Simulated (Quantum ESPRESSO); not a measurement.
# InP (Fm-3m) in Quantum ESPRESSO: equation of state

How stiff is InP in PBE, and what volume does it want? The cell is scaled to several volumes.

All numbers are computed with Quantum ESPRESSO 7.5; they aren't measurements. Logs are shortened: lines on timing, memory, paths and dates and some standing lists are left out, and cuts for length are marked.

### 1 The structure

It takes space group Fm-3m (No. 225, cubic). The conventional cell has a = 5.538 Å, b = 5.538 Å, c = 5.538 Å, α = 90.00°, β = 90.00°, γ = 90.00°. In (site symmetry m-3m) is surrounded by 6 P at 2.77 Å. P (site symmetry m-3m) has 6 In at 2.77 Å as nearest neighbours.

Measurements of this composition are mostly on another form, of space group No. 216.

### 2 Single point, PBE, 19.95 Å³/atom

Input file pw.in:

```
&CONTROL
  calculation = 'scf'
  prefix = 'pwscf'
  outdir = './tmp'
  pseudo_dir = './pseudo'
  tprnfor = .true.
  tstress = .true.
  disk_io = 'nowf'
/
&SYSTEM
  ibrav = 0
  nat = 2
  ntyp = 2
  ecutwfc = 55
  ecutrho = 440
  nbnd = 15
  occupations = 'smearing'
  smearing = 'fd'
  degauss = 0.00367493
/
&ELECTRONS
  conv_thr = 4d-10
  electron_maxstep = 120
  mixing_beta = 0.5
/
ATOMIC_SPECIES
In   114.8180 In.pbe-dn-rrkjus_psl.0.2.2.UPF
P     30.9738 P.pbe-n-rrkjus_psl.1.0.0.UPF
CELL_PARAMETERS angstrom
   0.0000000000    2.7123113237    2.7123113237
   2.7123113237    0.0000000000    2.7123113237
   2.7123113237    2.7123113237    0.0000000000
ATOMIC_POSITIONS crystal
In     0.0000000000    0.0000000000    0.0000000000
P      0.5000000000    0.5000000000    0.5000000000
K_POINTS automatic
8 8 8 0 0 0
```

Potentials or basis: SSSP 1.3 efficiency PBE.

Launch:

```bash
> OMP_NUM_THREADS=1 pw.x -in pw.in > pw.out
```

pw.out:

```text
This program is part of the open-source Quantum ESPRESSO suite
     for quantum simulation of materials; please cite
         "P. Giannozzi et al., J. Phys.:Condens. Matter 21 395502 (2009);
         "P. Giannozzi et al., J. Phys.:Condens. Matter 29 465901 (2017);
         "P. Giannozzi et al., J. Chem. Phys. 152 154105 (2020);
     in publications or presentations arising from this work. More details at

     file In.pbe-dn-rrkjus_psl.0.2.2.UPF: wavefunction(s)  5S renormalized
     Message from routine setup:
     using ibrav=0 with symmetry is DISCOURAGED, use correct ibrav instead

     G-vector sticks info
     --------------------
     sticks:   dense  smooth     PW     G-vecs:    dense   smooth      PW
     Sum        1597     805    241                41871    14841    2445

     Using Slab Decomposition

     bravais-lattice index     =            0
     lattice parameter (alat)  =       7.2486  a.u.
     unit-cell volume          =     269.3055 (a.u.)^3
     number of atoms/cell      =            2
     number of atomic types    =            2
     number of electrons       =        18.00
     number of Kohn-Sham states=           15
     kinetic-energy cutoff     =      55.0000  Ry
     charge density cutoff     =     440.0000  Ry
     scf convergence threshold =      4.0E-10
     mixing beta               =       0.5000
     number of iterations used =            8  plain     mixing
     Exchange-correlation= PBE
                           (   1   4   3   4   0   0   0)

     celldm(1)=   7.248588  celldm(2)=   0.000000  celldm(3)=   0.000000
     celldm(4)=   0.000000  celldm(5)=   0.000000  celldm(6)=   0.000000

     crystal axes: (cart. coord. in units of alat)
               a(1) = (   0.000000   0.707107   0.707107 )
               a(2) = (   0.707107   0.000000   0.707107 )
               a(3) = (   0.707107   0.707107   0.000000 )

     reciprocal axes: (cart. coord. in units 2 pi/alat)
               b(1) = ( -0.707107  0.707107  0.707107 )
               b(2) = (  0.707107 -0.707107  0.707107 )
               b(3) = (  0.707107  0.707107 -0.707107 )

     PseudoPot. # 1 for In read from file:
     In.pbe-dn-rrkjus_psl.0.2.2.UPF
     Pseudo is Ultrasoft + core correction, Zval = 13.0
     Generated using "atomic" code by A. Dal Corso  v.5.0.99 svn rev. 10869
     Using radial grid of 1241 points,  6 beta functions with:
                l(1) =   0
                l(2) =   0
                l(3) =   1
                l(4) =   1
                l(5) =   2
                l(6) =   2
     Q(r) pseudized with 0 coefficients

     PseudoPot. # 2 for P  read from file:
     P.pbe-n-rrkjus_psl.1.0.0.UPF
     Pseudo is Ultrasoft + core correction, Zval =  5.0
     Generated using "atomic" code by A. Dal Corso  v.5.1
     Using radial grid of 1147 points,  6 beta functions with:
                l(1) =   0
                l(2) =   0
                l(3) =   1
                l(4) =   1
                l(5) =   2
                l(6) =   2
     Q(r) pseudized with 0 coefficients

     atomic species   valence    mass     pseudopotential
     In               13.00   114.81800     In( 1.00)
     P                 5.00    30.97380     P ( 1.00)

     48 Sym. Ops., with inversion, found

   Cartesian axes

     site n.     atom                  positions (alat units)
         1        In     tau(   1) = (   0.0000000   0.0000000   0.0000000  )
         2        P      tau(   2) = (   0.7071068   0.7071068   0.7071068  )

     number of k points=    29  Fermi-Dirac smearing, width (Ry)=  0.0037
                       cart. coord. in units 2pi/alat
        k(    1) = (   0.0000000   0.0000000   0.0000000), wk =   0.0039062
        k(    2) = (   0.0883883   0.0883883  -0.0883883), wk =   0.0312500
        k(    3) = (   0.1767767   0.1767767  -0.1767767), wk =   0.0312500
        k(    4) = (   0.2651650   0.2651650  -0.2651650), wk =   0.0312500
        k(    5) = (  -0.3535534  -0.3535534   0.3535534), wk =   0.0156250
        k(    6) = (   0.1767767   0.0000000   0.0000000), wk =   0.0234375
[... 21 lines left out ...]
        k(   28) = (  -0.7071068   0.1767767  -0.0000000), wk =   0.0468750
        k(   29) = (  -0.7071068   0.3535534   0.0000000), wk =   0.0234375

     Dense  grid:    41871 G-vectors     FFT dimensions: (  50,  50,  50)

     Smooth grid:    14841 G-vectors     FFT dimensions: (  36,  36,  36)

     Initial potential from superposition of free atoms

     starting charge      17.9961, renormalised to      18.0000
     Starting wfcs are   13 randomized atomic wfcs +    2 random wfcs

     Self-consistent Calculation

     iteration #  1     ecut=    55.00 Ry     beta= 0.50
     Davidson diagonalization with overlap
     ethr =  1.00E-02,  avg # of iterations =  5.3

     Threshold (ethr) on eigenvalues was too large:
     Diagonalizing with lowered threshold

     Davidson diagonalization with overlap
     ethr =  4.76E-04,  avg # of iterations =  2.4

     total energy              =    -158.85927731 Ry
     estimated scf accuracy    <       0.08361106 Ry

     iteration #  2     ecut=    55.00 Ry     beta= 0.50
     Davidson diagonalization with overlap
     ethr =  4.65E-04,  avg # of iterations =  2.4

     total energy              =    -158.88075371 Ry
     estimated scf accuracy    <       0.00426048 Ry

     iteration #  3     ecut=    55.00 Ry     beta= 0.50
     Davidson diagonalization with overlap
     ethr =  2.37E-05,  avg # of iterations =  5.5

     total energy              =    -158.88252162 Ry
     estimated scf accuracy    <       0.00075651 Ry
[... 26 lines left out ...]
     total energy              =    -158.88260740 Ry
     estimated scf accuracy    <       0.00000002 Ry

     iteration #  8     ecut=    55.00 Ry     beta= 0.50
     Davidson diagonalization with overlap
     ethr =  1.18E-10,  avg # of iterations =  4.2

     total energy              =    -158.88260741 Ry
     estimated scf accuracy    <          3.0E-09 Ry

     iteration #  9     ecut=    55.00 Ry     beta= 0.50
     Davidson diagonalization with overlap
     ethr =  1.68E-11,  avg # of iterations =  2.1

     End of self-consistent calculation

          k = 0.0000 0.0000 0.0000 (  1837 PWs)   bands (ev):

    -4.4052  -4.4052  -4.3811  -4.3811  -4.3811  -2.5213   9.6605   9.6605
     9.6605  11.0011  17.0528  17.0528  17.0528  18.8235  18.8235

          k = 0.0884 0.0884-0.0884 (  1868 PWs)   bands (ev):

    -4.4147  -4.4147  -4.3822  -4.3684  -4.3684  -2.3128   8.0113   9.6955
     9.6955  12.2926  16.1592  16.6872  16.6872  17.8640  17.8640

          k = 0.1768 0.1768-0.1768 (  1880 PWs)   bands (ev):

    -4.4421  -4.4421  -4.3876  -4.3329  -4.3329  -1.7061   5.8377   9.8169
     9.8169  12.9754  15.0767  15.0767  15.7015  18.6223  18.7561

          k = 0.2652 0.2652-0.2652 (  1859 PWs)   bands (ev):

    -4.4701  -4.4701  -4.3955  -4.2961  -4.2961  -0.8189   3.9252  10.0152
    10.0152  12.6895  13.8326  13.8326  15.6894  19.9698  20.2878

          k =-0.3536-0.3536 0.3536 (  1850 PWs)   bands (ev):

    -4.4817  -4.4817  -4.3993  -4.2807  -4.2807  -0.2306   2.9827  10.1354
    10.1354  12.5064  13.3504  13.3504  15.6428  21.3997  21.4405

          k = 0.1768 0.0000 0.0000 (  1856 PWs)   bands (ev):

    -4.4398  -4.3969  -4.3911  -4.3627  -4.3627  -2.2343   8.2291   9.2613
     9.2613  12.8347  15.4222  15.9674  17.1280  17.1280  19.9429

          k = 0.2652 0.0884-0.0884 (  1858 PWs)   bands (ev):

    -4.4821  -4.4073  -4.3949  -4.3428  -4.3295  -1.7391   6.5856   9.0218
     9.3652  12.9412  14.5299  15.6506  16.6514  17.6265  19.7971

          k = 0.3536 0.1768-0.1768 (  1872 PWs)   bands (ev):

    -4.5157  -4.4357  -4.3913  -4.3213  -4.2921  -0.9084   4.6547   9.0800
     9.3089  12.1845  14.1403  15.4227  16.5734  18.1179  20.9768

          k =-0.2652-0.4419 0.4419 (  1849 PWs)   bands (ev):

    -4.5246  -4.4609  -4.3879  -4.3028  -4.2773  -0.0979   3.2943   8.8757
     9.4433  12.0897  13.9172  14.3904  17.0845  19.3470  21.5636

          k =-0.1768-0.3536 0.3536 (  1854 PWs)   bands (ev):

    -4.5043  -4.4690  -4.3849  -4.2999  -4.2931  -0.3233   3.6179   8.4569
     9.9706  12.6207  13.8579  13.9619  17.0180  19.9684  20.0202

          k =-0.0884-0.2652 0.2652 (  1867 PWs)   bands (ev):

    -4.4647  -4.4572  -4.3830  -4.3281  -4.3165  -1.2279   5.2207   8.3556
    10.2875  13.5965  14.1349  14.1469  16.2787  18.4285  19.6455

          k = 0.0000-0.1768 0.1768 (  1867 PWs)   bands (ev):

    -4.4352  -4.4269  -4.3839  -4.3587  -4.3429  -1.9616   6.9468   8.7994
    10.1295  13.3499  15.2628  15.3289  15.8669  17.5156  19.4809

          k = 0.3536 0.0000 0.0000 (  1876 PWs)   bands (ev):

    -4.5649  -4.4151  -4.3767  -4.3158  -4.3158  -1.3386   6.8330   8.4216
     8.4216  11.0592  14.7084  16.4402  17.8928  17.8928  20.8615

          k = 0.4419 0.0884-0.0884 (  1853 PWs)   bands (ev):

    -4.6260  -4.4173  -4.3849  -4.2976  -4.2833  -0.5858   5.5633   8.0056
     8.1991  10.1957  14.6825  17.0281  17.5485  19.0368  21.7281

          k =-0.1768-0.5303 0.5303 (  1857 PWs)   bands (ev):

    -4.6361  -4.4113  -4.3971  -4.3013  -4.2674   0.2740   4.1508   7.0967
     8.4077  10.5737  15.3241  16.4542  17.3065  19.6023  22.0473

          k =-0.0884-0.4419 0.4419 (  1848 PWs)   bands (ev):

    -4.5965  -4.4374  -4.3647  -4.3230  -4.2803   0.4123   3.8363   6.5306
     9.0123  11.2990  15.3789  15.6372  17.6863  19.8815  20.3007

          k = 0.0000-0.3536 0.3536 (  1845 PWs)   bands (ev):

    -4.5277  -4.4541  -4.3606  -4.3277  -4.3078  -0.4011   4.6126   6.8625
     9.8306  12.3420  14.4451  15.3890  16.5219  18.9291  21.9405

          k = 0.5303-0.0000 0.0000 (  1852 PWs)   bands (ev):

    -4.7213  -4.4391  -4.3565  -4.2656  -4.2656   0.0582   5.6035   7.7031
     7.7031   8.3808  13.9282  19.3085  19.3085  19.3405  21.8165

          k =-0.0884-0.6187 0.6187 (  1845 PWs)   bands (ev):

    -4.7468  -4.4334  -4.3651  -4.2619  -4.2525   0.7785   4.9264   6.1957
     7.6848   9.0806  14.2423  18.7827  19.1031  20.3992  22.7845

          k = 0.0000-0.5303 0.5303 (  1850 PWs)   bands (ev):

    -4.6956  -4.4006  -4.3963  -4.2896  -4.2615   0.9724   4.6249   5.2306
     8.1489  10.1650  15.4543  17.2134  18.6918  19.2437  21.2744

          k =-0.7071 0.0000 0.0000 (  1868 PWs)   bands (ev):

    -4.7911  -4.4491  -4.3482  -4.2437  -4.2437   1.0679   4.6185   7.4308
     7.4308   7.5176  13.6678  20.3870  20.3870  20.7150  22.4605

          k = 0.3536 0.1768 0.0000 (  1866 PWs)   bands (ev):

    -4.5356  -4.4136  -4.3967  -4.3168  -4.3119  -1.1082   5.7113   7.8792
     9.4260  11.9967  15.0049  15.3946  16.5606  18.2183  21.5705

          k =-0.2652-0.4419 0.6187 (  1857 PWs)   bands (ev):

    -4.5718  -4.4345  -4.3815  -4.3156  -4.2851  -0.2164   4.3648   7.4256
     8.7763  12.1613  14.1300  15.9790  16.9830  19.2122  21.5183

          k =-0.1768-0.3536 0.5303 (  1848 PWs)   bands (ev):

    -4.5840  -4.4451  -4.3675  -4.3240  -4.2725   0.3551   3.5614   7.4774
     8.3017  12.4579  13.6122  16.1499  17.6749  20.0865  20.2481

          k =-0.1768-0.5303 0.7071 (  1851 PWs)   bands (ev):

    -4.6777  -4.4146  -4.3885  -4.2861  -4.2660   0.2046   5.0236   7.1239
     7.1983  10.4782  14.8337  16.4656  18.9227  19.6429  22.9030

          k =-0.0884-0.4419 0.6187 (  1843 PWs)   bands (ev):

    -4.6747  -4.4098  -4.3853  -4.3132  -4.2546   0.8462   4.4175   6.0581
     7.0997  11.5125  15.2569  16.1240  18.1017  20.2652  21.8075

          k = 0.0000-0.3536 0.5303 (  1848 PWs)   bands (ev):

    -4.6303  -4.4286  -4.3521  -4.3433  -4.2667   0.5953   4.3192   6.0604
     7.7398  12.3589  14.2829  16.8143  17.2702  20.3787  20.5445

          k =-0.7071 0.1768-0.0000 (  1842 PWs)   bands (ev):

    -4.7434  -4.4223  -4.3750  -4.2774  -4.2437   1.0897   4.9264   5.6913
     6.8424  10.1089  14.6174  17.5739  19.2480  20.7993  23.0224

          k =-0.7071 0.3536 0.0000 (  1856 PWs)   bands (ev):

    -4.6857  -4.4116  -4.3532  -4.3532  -4.2437   1.1141   5.0472   5.7658
     5.7658  12.5812  14.7129  16.7652  16.7652  21.8830  21.8830

     the Fermi energy is    10.0898 ev

!    total energy              =    -158.88260741 Ry
     estimated scf accuracy    <          5.7E-11 Ry
     smearing contrib. (-TS)   =      -0.00074709 Ry
     internal energy E=F+TS    =    -158.88186032 Ry

     The total energy is F=E-TS. E is the sum of the following terms:
     one-electron contribution =     -42.37651643 Ry
     hartree contribution      =      36.16868918 Ry
     xc contribution           =     -52.08644415 Ry
     ewald contribution        =    -100.58758892 Ry

     convergence has been achieved in   9 iterations

     Forces acting on atoms (cartesian axes, Ry/au):

     atom    1 type  1   force =    -0.00000000    0.00000000   -0.00000000
     atom    2 type  2   force =    -0.00000000    0.00000000    0.00000000

     Total force =     0.000000     Total SCF correction =     0.000000

     Computing stress (Cartesian axis) and pressure

          total   stress  (Ry/bohr**3)                   (kbar)     P=       53.41
   0.00036307   0.00000000   0.00000000           53.41        0.00        0.00
   0.00000000   0.00036307  -0.00000000            0.00       53.41       -0.00
   0.00000000  -0.00000000   0.00036307            0.00       -0.00       53.41

=------------------------------------------------------------------------------=
   JOB DONE.
=------------------------------------------------------------------------------=
```

Wall time 35 s (1 thread of Intel Xeon Platinum 8259CL at 2.50GHz (Skylake/Cascade Lake), shared host); peak memory 0.19 GiB.

Results:

| Quantity | Value |
| --- | --- |
| Free energy | -2161.7080 eV |
| Pressure | 5.3 GPa |
| Band gap on the k mesh | none (metal or under the smearing width) |

### 3 Single point, PBE, 20.38 Å³/atom

pw.in: that of step 2 with these lines changed.

```diff
@@ -29,5 +29,5 @@
 CELL_PARAMETERS angstrom
-   0.0000000000    2.7123113237    2.7123113237
-   2.7123113237    0.0000000000    2.7123113237
-   2.7123113237    2.7123113237    0.0000000000
+   0.0000000000    2.7314127370    2.7314127370
+   2.7314127370    0.0000000000    2.7314127370
+   2.7314127370    2.7314127370    0.0000000000
 ATOMIC_POSITIONS crystal
```

Potentials or basis: SSSP 1.3 efficiency PBE.

Launch:

```bash
> OMP_NUM_THREADS=1 pw.x -in pw.in > pw.out
```

Wall time 41 s (1 thread of Intel Xeon Platinum 8259CL at 2.50GHz (Skylake/Cascade Lake), shared host); peak memory 0.2 GiB.

It converged, with:

```
Free energy            : -2161.7312 eV
Pressure               : 3.4 GPa
Band gap on the k mesh : none (metal or under the smearing width)
```

### 4 Single point, PBE, 20.80 Å³/atom

pw.in: that of step 3 with these lines changed.

```diff
@@ -29,5 +29,5 @@
 CELL_PARAMETERS angstrom
-   0.0000000000    2.7314127370    2.7314127370
-   2.7314127370    0.0000000000    2.7314127370
-   2.7314127370    2.7314127370    0.0000000000
+   0.0000000000    2.7502506615    2.7502506615
+   2.7502506615    0.0000000000    2.7502506615
+   2.7502506615    2.7502506615    0.0000000000
 ATOMIC_POSITIONS crystal
```

Launch:

```bash
> OMP_NUM_THREADS=1 pw.x -in pw.in > pw.out
```

It took 42 s on 1 thread of Intel Xeon Platinum 8259CL at 2.50GHz (Skylake/Cascade Lake), shared host; peak memory 0.2 GiB.

Results (log left out):

```yaml
Free_energy: -2161.7445 eV
Pressure: 1.6 GPa
Band_gap_on_the_k_mesh: none (metal or under the smearing width)
```

(Continued in part 2 of 2.)
